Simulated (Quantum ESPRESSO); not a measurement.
Crystal: Sn.

```
CELL_PARAMETERS angstrom
0.00000 3.23334 3.23334
3.23334 0.00000 3.23334
3.23334 3.23334 0.00000
ATOMIC_POSITIONS crystal
Sn 0.75000 0.75000 0.75000
Sn 0.50000 0.50000 0.50000
```

This isn't the form of Sn at room conditions, which is tetragonal (white tin).

Base run:

- Program: Quantum ESPRESSO 7.5
- Functional: PBE
- Potentials or basis: PseudoDojo 0.4 FR PBE standard
- Cutoff: 980 eV
- Density cutoff: 3918 eV
- k mesh: 7 × 7 × 7
- Occupations: fermi-dirac, width 0.05 eV
- Spin: spin-orbit coupling, no magnetisation

Its results: band gap on the k mesh none (metal or under the smearing width); pressure 3.9 GPa.

Q: The run is repeated on the same cell with these changes: k mesh from 7 × 7 × 7 to 4 × 4 × 4. What comes out?

A: Band gap on the k mesh none (metal or under the smearing width); pressure 4.4 GPa.

Caveats: some runs use coarse meshes.

Not every run made on this cell is shown here.
